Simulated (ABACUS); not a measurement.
Crystal: CsPbBr3.

```
Pb Cs Br
1.0
     5.87000    0.00000    0.00000
     0.00000    5.87000    0.00000
     0.00000    0.00000    5.87000
Pb Cs Br
1 1 3
Direct
  0.50000 0.50000 0.50000
  0.00000 0.00000 0.00000
  0.50000 0.50000 0.00000
  0.50000 0.00000 0.50000
  0.00000 0.50000 0.50000
```

Measurements of this composition are mostly on another form, of space group No. 62.

| Property | Result |
| --- | --- |
| Program | ABACUS 3.10.1 |
| Task | single point |
| Functional | PBEsol |
| Potentials or basis | PseudoDojo NC SR 0.4.1 PBEsol standard |
| Cutoff | 857 eV |
| Density cutoff | 3429 eV |
| Basis | plane waves |
| k mesh | 5 × 5 × 5 |
| Occupations | fermi-dirac, width 0.05 eV |
| Spin | no spin polarisation |

On this cell: pressure 0.0 GPa; largest force zero by symmetry; band gap on the k mesh 2.58 eV, direct.

The same run follows on a disturbed copy (atoms moved at random, drawn with an rms of 0.05 Å):

```
Pb Cs Br
1.0
     5.87000    0.00000    0.00000
     0.00000    5.87000    0.00000
     0.00000    0.00000    5.87000
Pb Cs Br
1 1 3
Cartesian
  2.9140 2.8968 2.9329
  -0.0197 -0.0057 -0.0330
  2.9731 2.9872 -0.0671
  2.9588 0.0182 2.9586
  0.0363 2.8839 2.9004
```

What changes?

The energy moves by +2.5 meV/atom; pressure 0.1 GPa; largest force 0.228 eV/Å; band gap on the k mesh 2.52 eV, direct.

Forces on the atoms (eV/Å):
```
Pb   0.129  0.127 -0.139
Cs  -0.007 -0.004 -0.006
Br   0.002 -0.003  0.165
Br   0.003 -0.127 -0.013
Br  -0.127  0.006 -0.008
```

Caveats: spin-orbit coupling is left out, which as a rule narrows the gap of such compounds by several tenths of an eV; an odd mesh through Γ misses points on the zone boundary, where band edges often lie.
